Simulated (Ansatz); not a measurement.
# Zn: the cost of one run

All numbers are computed with Ansatz 0.2.0, driven from Python. Level of theory: DFT PBE, plane waves, PAW.

This is Zn in the simple cubic structure; at room conditions it is hcp.

## 1. The structure

Zn Pm-3m: It takes space group Pm-3m (No. 221, cubic). Conventional cell: a = 2.560 Å, b = 2.560 Å, c = 2.560 Å, α = 90.00°, β = 90.00°, γ = 90.00°. Around Zn (site symmetry m-3m) lie 6 Zn at 2.56 Å.

Zn Fd-3m: It takes space group Fd-3m (No. 227, cubic). The conventional cell has a = 5.420 Å, b = 5.420 Å, c = 5.420 Å, α = 90.00°, β = 90.00°, γ = 90.00°. Zn (site symmetry -43m) has 4 Zn at 2.35 Å as nearest neighbours.

No structure file is read: the coordinates are typed or built in the script.

## 2. The script

transition.py

```python
"""Pressure at which two phases of Zn cross."""

import csv
import warnings

import ansatz as az
import numpy as np

CUTOFF_EV = 500
K_SPACING = 0.3
FILLING = "fermi_dirac"
SMEARING_WIDTH = 0.05


def sc(a_site, a):
    return (
        az.Lattice.cubic(a)
        .space_group(221)
        .atom(a_site, [0, 0, 0])
    )


def diamond(a_site, a):
    return az.Crystal.diamond(a_site, a=a)


def compute(name, crystal, pressure=0.0):
    calc = crystal.calculation()
    calc = calc.functional(az.Functional.PBE)
    calc = calc.basis(CUTOFF_EV)
    calc = calc.kpoints(spacing=K_SPACING)
    calc = calc.occupations(FILLING, width=SMEARING_WIDTH)
    calc = calc.relax(force_tolerance=0.02, cell=True, pressure=pressure)
    return calc.run()


def volume_per_atom(outcome):
    return abs(np.linalg.det(outcome.lattice.cell_ang)) / len(outcome.lattice.sites)


def main() -> None:
    warnings.simplefilter("ignore")

    phases = {}
    phases["sc"] = sc("Zn", 2.56)
    phases["diamond"] = diamond("Zn", 5.42)

    # H = E + PV, with 1 eV per cubic angstrom equal to 160.2 GPa
    pressures = [0, 5, 10, 20]
    enthalpy, volume = {name: [] for name in phases}, {name: [] for name in phases}
    for p in pressures:
        for name, crystal in phases.items():
            o = compute(name, crystal, pressure=p)
            volume[name].append(volume_per_atom(o))
            enthalpy[name].append(o.report["energy_sigma0_ev"] / len(o.lattice.sites) + p * volume[name][-1] / 160.21766)
    gap = np.array(enthalpy["diamond"]) - np.array(enthalpy["sc"])
    rows = [(p, va, vb, 1000 * d) for p, va, vb, d in zip(pressures, volume["sc"], volume["diamond"], gap)]
    with open("transition.csv", "w", newline="") as handle:
        writer = csv.writer(handle)
        writer.writerow(["P (GPa)", "V sc (A^3/atom)", "V diamond (A^3/atom)", "H(diamond) - H(sc) (meV/atom)"])
        writer.writerows([round(v, 4) if isinstance(v, float) else v for v in row] for row in rows)
    print(open("transition.csv").read())
    crossings = [p0 - g0 * (p1 - p0) / (g1 - g0) for p0, p1, g0, g1 in zip(pressures, pressures[1:], gap, gap[1:]) if g0 * g1 < 0]
    print("crossing near", [round(float(p), 1) for p in crossings], "GPa") if crossings else print("no crossing in this range")


if __name__ == "__main__":
    main()
```

## 3. The input behind the calls

The engine receives this input (first run):

```yaml
crystal:
  lattice:
    bravais: cubic
    a: 2.56
  space_group: 221
  atoms:
    - { symbol: Zn, position: [0.0, 0.0, 0.0] }
basis:
  ecutwfc: 500.0
kpoints:
  mp_grid:
    kspacing: 0.3
hamiltonian:
  xc: pbe
scf:
  occupations:
    method: fermi_dirac
    width: 0.05
relax:
  f_tol: 0.02
  cell:
    p_target: 0.0
```

## 4. Running it

On the command line:

```console
python transition.py
```

What time and memory should one allow on 1 thread of Arm Neoverse V2, shared host?

About 28 s, with a peak of 0.4 GiB.
